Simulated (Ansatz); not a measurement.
# CuO (Cc) in Ansatz: notebook, part 2 of 2

Ansatz 0.2.0.

### Step 5. Single point, PBE, 9.55 Å³/atom (volume scaled by 0.94)

Input file input.yaml:

```yaml
crystal:
  lattice:
    - [2.2967863347, -1.6784226623, 0.0]
    - [2.2967863347, 1.6784226623, 0.0]
    - [-0.8429827377, 0.0, 4.9561566325]
  atoms:
    - { symbol: Cu, position: [0.0032, 0.4968, 0.0] }
    - { symbol: Cu, position: [0.4968, 0.0032, 0.5] }
    - { symbol: O, position: [0.5714, 0.4056, 0.2537] }
    - { symbol: O, position: [0.4056, 0.5714, 0.7537] }
hamiltonian:
  xc: pbe
  pseudopotentials: { kind: nc }
kpoints:
  mp_grid: { grid: [10, 10, 5] }
scf:
  occupations: { method: fermi_dirac, width: 0.05 }
output:
  forces: true
  stress: true
  eigenvalues: true
```

Potentials or basis: Ansatz NC.

Run with:

```sh
ansatz run input.yaml --threads 2 --pin off --max-ram 5632MiB --backend cpu --events-out ev --progress --plain --runs-dir out
```

Output:

```text
Warning: RAYON_NUM_THREADS=2 ignored (pool sized by the plan → 2); use --threads N
Engine: ansatz 0.2.0, aarch64-unknown-linux-gnu
Pseudopotentials: kind: nc
Pseudopotential: Cu, nc, valence charge 19, recommended cutoff 1251.723767 eV (normal), Cu.nc.azcp
Pseudopotential: O, nc, valence charge 6, recommended cutoff 1240 eV (normal), O.nc.azcp
Functional definition: PBE
  parameter kappa = 0.804
  parameter beta = 0.06672455060314922
  exchange = pbe_x(kappa = kappa, mu = beta*pi^2/3)
  correlation = pbe_c(beta = beta)
Crystal: 4 atoms, lattice volume = 38.212 Å³
Basis set: ecut = 1251.723767 eV, 3863 PW (Γ), exchange–correlation on 72×72×120 points (8 copies of the dense FFT grid, shifted against one another)
Bands: 30, of which v1, the nominal top of the filled ones, is band 25 counted from 1 (24 counted from 0)
Symmetry: 2 space group operations
Space group: Cc (ITA 9), of the structure as read, at distance tolerance 3.4e-5 Å
k-points: 141 of 500 (time reversal used)
Non-local potential: Cu, projectors of the file, l = 0: 2, l = 1: 2, l = 2: 2, l = 3: 1
Non-local potential: O, projectors of the file, l = 0: 2, l = 1: 2, l = 2: 1
Initial density: superposition of atomic densities (chi_scale 0.1, normalization cell, long waves kept (reshape's long-wave potential 0.00 eV rms))
Initial wavefunctions: pseudopotential atomic-orbital guess
Functional: x = pbe(κ = 0.804, μ = 0.2195149727645171), c = pbe(β = 0.06672455060314922)
SCF iter   1: F=—  HF=-11252.846361 eV  |F-HF|=—  |Δ(HF+E_count)|=         —  Δρ=1.06e-1  dr2=6.85e-1  ethr=3.10e-3  ⟨swp⟩=5.4  Hψ=15369  notcnv=0
preconditioner: auto → Kerker (q_TF=auto, 2.853 Å⁻¹)  [metal: Δε(μ)=0.008 eV  Ē_g=11.783 eV  σ=0.050 eV  W_gap=0.04  n_scr=20 (ndim 8)  ℏωp=35.0 eV  f_vac=0.000  D(μ)=2.20/eV (n_scr^D=20)]
SCF iter   2: F=—  HF=-11252.686094 eV  |F-HF|=—  |Δ(HF+E_count)|=   1.60e-1  Δρ=5.14e-2  dr2=1.54e-1  ethr=1.37e-3  ⟨swp⟩=3.0  Hψ=9208  notcnv=0
SCF iter   3: F=—  HF=-11252.663040 eV  |F-HF|=—  |Δ(HF+E_count)|=   2.31e-2  Δρ=1.55e-2  dr2=3.24e-2  ethr=3.09e-4  ⟨swp⟩=3.0  Hψ=7009  notcnv=0
SCF iter   4: F=—  HF=-11252.660084 eV  |F-HF|=—  |Δ(HF+E_count)|=   2.96e-3  Δρ=3.14e-3  dr2=1.67e-3  ethr=6.48e-5  ⟨swp⟩=2.8  Hψ=7776  notcnv=0
SCF iter   5: F=—  HF=-11252.660793 eV  |F-HF|=—  |Δ(HF+E_count)|=   7.10e-4  Δρ=1.07e-3  dr2=2.22e-4  ethr=3.35e-6  ⟨swp⟩=2.6  Hψ=7088  notcnv=0
SCF iter   6: F=—  HF=-11252.660944 eV  |F-HF|=—  |Δ(HF+E_count)|=   1.51e-4  Δρ=2.31e-4  dr2=1.80e-5  ethr=4.45e-7  ⟨swp⟩=2.2  Hψ=5485  notcnv=0
SCF iter   7: F=—  HF=-11252.661140 eV  |F-HF|=—  |Δ(HF+E_count)|=   1.95e-4  Δρ=5.14e-5  dr2=5.49e-7  ethr=3.59e-8  ⟨swp⟩=2.1  Hψ=6143  notcnv=0
SCF iter   8: F=-11252.661140 eV  HF=-11252.661140 eV  |F-HF|=1.26e-8  |Δ(HF+E_count)|=   3.46e-7  Δρ=1.16e-5  dr2=3.70e-8  ethr=2.00e-10  ⟨swp⟩=5.1  Hψ=16649  notcnv=0
SCF 1 converged in 8 iterations: F = -11252.661140 eV  dr2 = 3.70e-8
SCF converged after 8 iterations
Free energy (F): -11252.661140 eV
Harris-Foulkes:  -11252.661140 eV  (|F-HF|=1.26e-8)
Internal energy: -11252.642627 eV  (E = F + TS)
E sigma→0 (E₀):  -11252.651883 eV
Entropy (-TS):   -0.018513 eV (-4.628 meV/atom)
Fermi energy:    13.786845 eV
--- Per-component energies (eV) ---
  E_band       = -789.167145
  E_kinetic    = 5387.907367
  E_local      = -9837.927085  (includes V_loc(G=0)·N_el)
  E_nonlocal   = -1992.735029
  E_hartree    = 3613.677294
  E_xc         = -1525.920935
  E_vxc        = -1573.768872  (∫ρ·V_xc dr)
  E_ewald      = -6897.644238
  E_smearing   = -0.018513  (= −TS)
  E_closure    = 0.000000  (closes the sum)
  Σ components = -11252.661140   (vs F -11252.661140, Δ=0.00e0)
--- Forces (eV/Å), atoms counted from 1 ---
  atom   1  Cu    -0.78910762     0.46642540     0.31617715
  atom   2  Cu    -0.78910762    -0.46642540     0.31617715
  atom   3  O      0.78909923     0.09245085    -0.31617345
  atom   4  O      0.78909923    -0.09245085    -0.31617345
  max |Σ_I F_I| component: 1.68e-5 eV/Å
--- Stress (GPa, compression-positive) ---
       19.419986      -0.000000      -3.605346
       -0.000000      17.093225       0.000000
       -3.605346       0.000000      20.694793
  P = ⅓ Tr σ = 19.0693 GPa (190.693 kbar)
--- Band table (eV; the first three rows and the last of 141) ---
  k-point 0: bands = ["-98.9384", "-98.9375", "-56.4916", "-56.4915", "-56.4587", "-56.4467", "-56.0354", "-56.0348", "-6.7504", "-5.2492", "4.9825", "7.7379", "8.1242", "10.1055", "10.1881", "10.2398", "10.4914", "10.7934", "10.8512", "11.0804", "11.3043", "11.4378", "11.5269", "12.0614", "14.0106", "14.7565", "15.7121", "19.8770", "22.2823", "27.3892"]
  k-point 1: bands = ["-98.9383", "-98.9376", "-56.4916", "-56.4915", "-56.4576", "-56.4478", "-56.0354", "-56.0349", "-6.6311", "-5.4249", "5.3902", "7.8288", "8.1467", "9.4225", "9.8330", "9.9218", "10.5817", "10.7536", "11.0754", "11.1545", "11.3817", "11.5670", "11.8190", "11.9482", "13.9609", "14.5943", "16.2449", "19.3909", "23.0651", "27.4167"]
  k-point 2: bands = ["-98.9381", "-98.9378", "-56.4915", "-56.4915", "-56.4546", "-56.4509", "-56.0352", "-56.0350", "-6.2999", "-5.8440", "6.4750", "7.8413", "8.0643", "8.3553", "9.3993", "9.4405", "10.7700", "10.8609", "11.2012", "11.2352", "11.3427", "11.5530", "12.0788", "12.2101", "13.9143", "14.2027", "17.3488", "18.4577", "24.7501", "26.6749"]
  k-point 140: bands = ["-98.9361", "-98.9360", "-56.5096", "-56.5080", "-56.4527", "-56.4503", "-56.0465", "-56.0453", "-5.1756", "-5.0659", "6.3779", "6.9125", "7.6206", "7.7040", "8.1574", "8.5645", "10.7280", "11.0546", "11.3850", "11.4080", "11.9385", "11.9662", "12.4080", "12.5061", "13.0774", "13.7563", "18.3550", "19.5894", "22.7381", "23.5095"]
```

Run time: 20 s. Hardware: 2 threads of Arm Neoverse V2, shared host; peak memory 0.64 GiB.

What came out:

* Free energy: -11252.6611 eV
* Pressure: 19.1 GPa
* Largest force: 0.970 eV/Å
* Band gap on the k mesh: none (metal or under the smearing width)

Caveat: the run has no spin polarisation, though such a crystal can be magnetic; semilocal functionals often make such compounds metallic where correlation or magnetic order opens a gap, which also shifts bond lengths.

### Step 6. Single point, PBE, 9.76 Å³/atom (volume scaled by 0.96)

Edit input.yaml of step 5 so:

```diff
@@ -2,5 +2,5 @@
   lattice:
-    - [2.2967863347, -1.6784226623, 0.0]
-    - [2.2967863347, 1.6784226623, 0.0]
-    - [-0.8429827377, 0.0, 4.9561566325]
+    - [2.3129614193, -1.6902429297, 0.0]
+    - [2.3129614193, 1.6902429297, 0.0]
+    - [-0.8489194314, 0.0, 4.991060294]
   atoms:
@@ -21 +21,5 @@
   eigenvalues: true
+  write_density: true
+  write_potential: true
+  elf: true
+  volumetric_format: npy
```

Potentials or basis: Ansatz NC.

Run with:

```sh
ansatz run input.yaml --threads 2 --pin off --max-ram 5632MiB --backend cpu --events-out ev --progress --plain --runs-dir out
```

Run time: 29 s. Hardware: 2 threads of Arm Neoverse V2, shared host; peak memory 0.65 GiB.

The run converged. Its results:

```
Free energy            : -11252.7451 eV
Pressure               : 14.1 GPa
Largest force          : 0.897 eV/Å
Band gap on the k mesh : none (metal or under the smearing width)
```

Caveat: the run has no spin polarisation, though such a crystal can be magnetic; semilocal functionals often make such compounds metallic where correlation or magnetic order opens a gap, which also shifts bond lengths.

### Step 7. Single point, PBE, 9.96 Å³/atom (volume scaled by 0.98)

Edit input.yaml of step 6 so:

```diff
@@ -2,5 +2,5 @@
   lattice:
-    - [2.3129614193, -1.6902429297, 0.0]
-    - [2.3129614193, 1.6902429297, 0.0]
-    - [-0.8489194314, 0.0, 4.991060294]
+    - [2.3289133814, -1.7019001459, 0.0]
+    - [2.3289133814, 1.7019001459, 0.0]
+    - [-0.8547742332, 0.0, 5.0254824872]
   atoms:
@@ -21,5 +21 @@
   eigenvalues: true
-  write_density: true
-  write_potential: true
-  elf: true
-  volumetric_format: npy
```

Run with:

```sh
ansatz run input.yaml --threads 2 --pin off --max-ram 5632MiB --backend cpu --events-out ev --progress --plain --runs-dir out
```

Wall time 20 s (2 threads of Arm Neoverse V2, shared host); peak memory 0.65 GiB.

The run converged. Its results:

```yaml
Free_energy: -11252.8053 eV
Pressure: 9.7 GPa
Largest_force: 0.829 eV/Å
Band_gap_on_the_k_mesh: none (metal or under the smearing width)
```

Caveat: the run has no spin polarisation, though such a crystal can be magnetic; semilocal functionals often make such compounds metallic where correlation or magnetic order opens a gap, which also shifts bond lengths.

### Step 8. Single point, PBE, 10.16 Å³/atom

Edit input.yaml of step 7 so:

```diff
@@ -2,5 +2,5 @@
   lattice:
-    - [2.3289133814, -1.7019001459, 0.0]
-    - [2.3289133814, 1.7019001459, 0.0]
-    - [-0.8547742332, 0.0, 5.0254824872]
+    - [2.34464976, -1.71339982, 0.0]
+    - [2.34464976, 1.71339982, 0.0]
+    - [-0.86054991, 0.0, 5.05943948]
   atoms:
```

Run with:

```sh
ansatz run input.yaml --threads 2 --pin off --max-ram 5632MiB --backend cpu --events-out ev --progress --plain --runs-dir out
```

Wall time 21 s (2 threads of Arm Neoverse V2, shared host); peak memory 0.67 GiB.

The run converged. Its results:

| Item | Value |
| --- | --- |
| Free energy | -11252.8443 eV |
| Pressure | 5.7 GPa |
| Largest force | 0.766 eV/Å |
| Band gap on the k mesh | none (metal or under the smearing width) |

Caveat: the run has no spin polarisation, though such a crystal can be magnetic; semilocal functionals often make such compounds metallic where correlation or magnetic order opens a gap, which also shifts bond lengths.

### Step 9. Single point, PBE, 10.37 Å³/atom (volume scaled by 1.02)

Edit input.yaml of step 8 so:

```diff
@@ -2,5 +2,5 @@
   lattice:
-    - [2.34464976, -1.71339982, 0.0]
-    - [2.34464976, 1.71339982, 0.0]
-    - [-0.86054991, 0.0, 5.05943948]
+    - [2.3601776944, -1.7247471694, 0.0]
+    - [2.3601776944, 1.7247471694, 0.0]
+    - [-0.8662490821, 0.0, 5.0929466782]
   atoms:
@@ -21 +21,5 @@
   eigenvalues: true
+  write_density: true
+  write_potential: true
+  elf: true
+  volumetric_format: npy
```

Potentials or basis: Ansatz NC.

Run with:

```sh
ansatz run input.yaml --threads 2 --pin off --max-ram 5632MiB --backend cpu --events-out ev --progress --plain --runs-dir out
```

It took 31 s on 2 threads of Arm Neoverse V2, shared host; peak memory 0.67 GiB.

It converged, with:

```yaml
Free_energy: -11252.8642 eV
Pressure: 2.2 GPa
Largest_force: 0.725 eV/Å
Band_gap_on_the_k_mesh: none (metal or under the smearing width)
```

Caveat: the run has no spin polarisation, though such a crystal can be magnetic; semilocal functionals often make such compounds metallic where correlation or magnetic order opens a gap, which also shifts bond lengths.

### Step 10. Single point, PBE, 10.57 Å³/atom (volume scaled by 1.04)

Edit input.yaml of step 9 so:

```diff
@@ -2,5 +2,5 @@
   lattice:
-    - [2.3601776944, -1.7247471694, 0.0]
-    - [2.3601776944, 1.7247471694, 0.0]
-    - [-0.8662490821, 0.0, 5.0929466782]
+    - [2.375503953, -1.7359471401, 0.0]
+    - [2.375503953, 1.7359471401, 0.0]
+    - [-0.8718742338, 0.0, 5.1260186872]
   atoms:
@@ -21,5 +21 @@
   eigenvalues: true
-  write_density: true
-  write_potential: true
-  elf: true
-  volumetric_format: npy
```

Run with:

```sh
ansatz run input.yaml --threads 2 --pin off --max-ram 5632MiB --backend cpu --events-out ev --progress --plain --runs-dir out
```

Run time: 23 s. Hardware: 2 threads of Arm Neoverse V2, shared host; peak memory 0.68 GiB.

It converged, with:

- Free energy: -11252.8670 eV
- Pressure: -1.0 GPa
- Largest force: 0.714 eV/Å
- Band gap on the k mesh: none (metal or under the smearing width)

Caveat: the run has no spin polarisation, though such a crystal can be magnetic; semilocal functionals often make such compounds metallic where correlation or magnetic order opens a gap, which also shifts bond lengths.

### Step 11. Single point, PBE, 10.77 Å³/atom (volume scaled by 1.06)

Edit input.yaml of step 10 so:

```diff
@@ -2,5 +2,5 @@
   lattice:
-    - [2.375503953, -1.7359471401, 0.0]
-    - [2.375503953, 1.7359471401, 0.0]
-    - [-0.8718742338, 0.0, 5.1260186872]
+    - [2.3906349594, -1.7470044264, 0.0]
+    - [2.3906349594, 1.7470044264, 0.0]
+    - [-0.8774277226, 0.0, 5.1586693681]
   atoms:
@@ -21 +21,5 @@
   eigenvalues: true
+  write_density: true
+  write_potential: true
+  elf: true
+  volumetric_format: npy
```

Run with:

```sh
ansatz run input.yaml --threads 2 --pin off --max-ram 5632MiB --backend cpu --events-out ev --progress --plain --runs-dir out
```

Wall time 35 s (2 threads of Arm Neoverse V2, shared host); peak memory 0.69 GiB.

The run converged. Its results:

```yaml
Free_energy: -11252.8546 eV
Pressure: -3.8 GPa
Largest_force: 0.709 eV/Å
Band_gap_on_the_k_mesh: none (metal or under the smearing width)
```

Caveat: the run has no spin polarisation, though such a crystal can be magnetic; semilocal functionals often make such compounds metallic where correlation or magnetic order opens a gap, which also shifts bond lengths.

### Step 12. Equation of state, PBE

Potentials or basis: Ansatz NC.

No new run: the results of the series are fitted here.

What came out:

```yaml
Equilibrium_volume: 10.50 Å³/atom
Bulk_modulus_at_fixed_shape_and_positions: 161 GPa
Pressure_derivative_of_the_bulk_modulus: 4.7
```

Energy against volume, from the lowest point:
```csv
volume (Å³/atom),energy (meV/atom)
9.553,51.47
9.756,30.47
9.959,15.42
10.163,5.68
10.366,0.71
10.569,0.00
10.772,3.11
```

Caveat: the cell was scaled at fixed shape and fractional positions, which overstates the stiffness of a crystal with free parameters, most of all of layers and chains; the run has no spin polarisation, though such a crystal can be magnetic.

### Step 13. The runs side by side

| task | level | potentials or basis | U | cutoff (eV) | points for each segment of the path | hubbard projectors | double counting | gap on the mesh (eV) | pressure (GPa) | largest force (eV/Å) |
| --- | --- | --- | --- | --- | --- | --- | --- | --- | --- | --- |
| band structure | PBE | Ansatz PAW | - | 420 | 14 | - | - | none | 5.7 | 0.76 |
| band structure | PBE+U | Ansatz PAW | Cu d U = 5.3 eV | 420 | 14 | ortho-atomic (the default) | fll (the default) | none | 8.3 | 0.84 |
| band structure | PBEsol+U | Ansatz PAW | Cu d U = 4.5 eV | 420 | 14 | ortho-atomic (the default) | fll (the default) | none | -0.6 | 0.78 |
| equation of state | PBE | Ansatz NC | - | 1252 | - | - | - | - | - | - |

Alike in all rows: no spin polarisation; cell as given; k mesh 10 × 10 × 5; smearing fermi-dirac 0.05 eV.

Caveats: the run has no spin polarisation, though such a crystal can be magnetic; U without spin polarisation on a metal has little footing (some runs); semilocal functionals often make such compounds metallic where correlation or magnetic order opens a gap, which also shifts bond lengths (some runs); the PAW data sets come from PBE, with cores solved anew for the run's functional, which leaves a small shift of forces and pressure (some runs); the cell was scaled at fixed shape and fractional positions, which overstates the stiffness of a crystal with free parameters, most of all of layers and chains (some runs).

Absolute energies hang on the potentials; compare differences alone.
